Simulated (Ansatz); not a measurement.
Runs of Ansatz 0.2.0 on Te. It takes space group P3_121 (No. 152, trigonal). The conventional cell has a = 4.454 Å, b = 4.454 Å, c = 5.924 Å, α = 90.00°, β = 90.00°, γ = 120.00°. Around Te (site symmetry 2) lie 2 Te at 2.86 Å. 

| task | level | spin | k mesh | cutoff (eV) | smearing | points for each segment of the path | gap on the mesh (eV) | pressure (GPa) | largest force (eV/Å) |
| --- | --- | --- | --- | --- | --- | --- | --- | --- | --- |
| band structure | PBE0 | off | 4 × 4 × 3 | 420 | fermi-dirac 0.05 eV | 4 | - | -0.2 | 0.39 |
| band structure | r2SCAN | SOC, no magnetisation | 5 × 5 × 4 | 500 | fermi-dirac 0.05 eV | 14 | - | (a) | 0.08 |
| single point | PBE | off | 7 × 7 × 5 | 420 | gaussian 0.015 eV | - | 0.63 | 1.4 | 0.15 |
| single point | PBE | off | 7 × 7 × 5 | 420 | gaussian 0.014 eV | - | 0.63 | 1.4 | 0.15 |
| single point | PBE | off | 7 × 7 × 5 | 420 | gaussian 0.013 eV | - | 0.63 | 1.4 | 0.15 |

Alike in all rows: potentials or basis Ansatz PAW; cell as given.

Problem. Fill in the values left out.

Solution. (a) 1.2.

Caveats: spin-orbit coupling is left out, which moves the levels of the heavy elements (some runs); odd divisions of the mesh miss points on the zone boundary, where band edges often lie, so the gap on the mesh can be too wide (some runs); the PAW data sets come from PBE, with cores solved anew for the run's functional, which leaves a small shift of forces and pressure (some runs); the thresholds are loose for stress (some runs).

A k mesh can miss the band edges, and rows without SOC leave out spin-orbit coupling on Te.
